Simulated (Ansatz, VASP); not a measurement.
# One calculation of MgB2, two programs

The input INCAR:

```
PREC = Accurate
ENCUT = 520
EDIFF = 1E-6
ISMEAR = -1
SIGMA = 0.05
LREAL = F
LASPH = T
NELM = 100
ALGO = Normal
ISIF = 2
LWAVE = F
LCHARG = T
GGA = CA
LELF = T
LVHAR = T
NBANDS = 11
```

KPOINTS

```
regular mesh
0
Gamma
  12 12 9
```

Contents of POSCAR:

```
MgB2
1.0
    2.9924506843      0.0000000000      0.0000000000
   -1.4962253422      2.5915383122      0.0000000000
    0.0000000000      0.0000000000      3.5230000000
Mg B
1 2
Direct
    0.0000000000      0.0000000000      0.0000000000
    0.3333333333      0.6666666667      0.5000000000
    0.6666666667      0.3333333333      0.5000000000
```

Input for Ansatz:

```yaml
crystal:
  lattice:
    - [2.9924506843, 0.0, 0.0]
    - [-1.4962253422, 2.5915383122, 0.0]
    - [0.0, 0.0, 3.523]
  atoms:
    - { symbol: Mg, position: [0.0, 0.0, 0.0] }
    - { symbol: B, position: [0.3333333333, 0.6666666667, 0.5] }
    - { symbol: B, position: [0.6666666667, 0.3333333333, 0.5] }
kpoints:
  mp_grid: { grid: [12, 12, 9] }
  band_path:
    path:
      - [0.0, 0.0, 0.0]
      - [0.5, 0.0, 0.0]
      - [0.3333333333, 0.3333333333, 0.0]
      - [0.0, 0.0, 0.0]
      - [0.0, 0.0, 0.5]
      - [0.5, 0.0, 0.5]
      - [0.3333333333, 0.3333333333, 0.5]
      - [0.0, 0.0, 0.5]
      - [0.5, 0.0, 0.5]
    npoints: 5
scf:
  occupations: { method: fermi_dirac, width: 0.05 }
hamiltonian:
  xc: lda
  pseudopotentials: { kind: all_electron, lapw: { basis_error: 0.0005 } }
output:
  forces: true
  stress: true
  eigenvalues: true
```

Change from the starting cell: equal xx and yy strain of -3 %.

Alike in both runs: task single point; functional LDA; k mesh 12 × 12 × 9; occupations fermi-dirac, width 0.05 eV; no spin polarisation.

```csv
,VASP,Ansatz
version,VASP 6.6.1,Ansatz 0.2.0
potentials or method,"VASP PAW LDA potentials, release 64 (Mg, B)","all-electron LAPW, scalar-relativistic"
plane-wave cutoff (eV),520,see its input
```

```csv
,VASP,Ansatz,Ansatz less VASP
pressure (GPa),2.5,3.1,+0.62
largest component of the traceless stress (GPa),8.07,7.93,-0.144
```

Ansatz ran all-electron here, so the differences hold the error of VASP's frozen core and of both bases.
